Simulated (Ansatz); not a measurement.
This run works on a generated trial structure, not on a known crystal.

Input and command of a plane-wave DFT calculation in Ansatz:

```yaml
crystal:
  lattice:
    - [4.4549913337, 0.0, 0.0]
    - [-2.2274956668, 3.8581356686, 0.0]
    - [0.0, 0.0, 5.7657968659]
  atoms:
    - { symbol: Ga, position: [0.3333333333, 0.6666666667, 0.5] }
    - { symbol: Ga, position: [0.6666666667, 0.3333333333, 0.5] }
    - { symbol: P, position: [0.0, 0.0, 0.3026802344] }
    - { symbol: P, position: [0.0, 0.0, 0.6973197656] }
basis:
  ecutwfc: 420
kpoints:
  mp_grid: { grid: [12, 12, 8] }
hamiltonian:
  xc: pbe
scf:
  occupations: { method: gaussian, width: 0.1 }
output:
  forces: true
  stress: true
  eigenvalues: true
  write_density: true
  write_potential: true
  elf: true
  volumetric_format: npy
relax:
  adjacent_minimum: "off"
  f_tol: 0.01
  max_steps: 80
  cell: { stress_tol: 0.05 }
```

```bash
ansatz run input.yaml --threads 1 --pin off --max-ram 2560MiB --backend cpu --events-out ev --progress --plain --runs-dir out
```

Processor: AMD EPYC (Zen 3), 1 thread, on a host shared with other jobs.

Question: Estimate time, memory and problem size.

Answer: About 5.2 min, peak memory 0.51 GiB. It solves 22 bands at 95 k points (after reduction by symmetry) with about 2053 plane waves (on the last cell), in 61 SCF iterations over 10 ionic steps.
